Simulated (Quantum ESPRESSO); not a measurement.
SnTe: equation of state with HLE16

The system is SnTe.

```
Te Sn
1.0
     0.00000    3.15085    3.15085
     3.15085    0.00000    3.15085
     3.15085    3.15085    0.00000
Te Sn
1 1
Direct
  0.50000 0.50000 0.50000
  0.00000 0.00000 0.00000
```

| Item | Value |
| --- | --- |
| Program | Quantum ESPRESSO 7.5 |
| Task | equation of state |
| Functional | HLE16 |
| Potentials or basis | PseudoDojo 0.4.1 SR PBE standard |
| Cutoff | 1088 eV |
| Density cutoff | 4354 eV |
| k mesh | 7 × 7 × 7 |
| Occupations | fermi-dirac, width 0.05 eV |
| Spin | no spin polarisation |
| Mixing beta | 0.5 |
| Most SCF iterations | 120 |
| SCF threshold | 4e-10 Ry |

| Item | Value |
| --- | --- |
| Equilibrium volume | 27.50 Å³/atom (rough: see the caveat) |
| Bulk modulus | 50 GPa (rough) |

Energy against volume, from the lowest point:
```csv
volume (Å³/atom),energy (meV/atom)
29.404,0.00
30.030,12.61
30.656,27.86
31.281,45.42
31.907,65.01
32.532,86.38
33.158,109.31
```

All runs of the series together: 3.6 min on 1 thread of Intel(R) Xeon(R) CPU @ 2.60GHz (Ice Lake), with other jobs on the host.

Caveat: the potentials were made for another functional, which shifts forces and pressure; the potentials were made for a functional far from this one; this odd mesh misses L, where the gap lies, so gap, dielectric constants and Born charges aren't listed; the minimum lies outside the volumes run. Spin-orbit coupling is left out, which matters for the levels of Te.
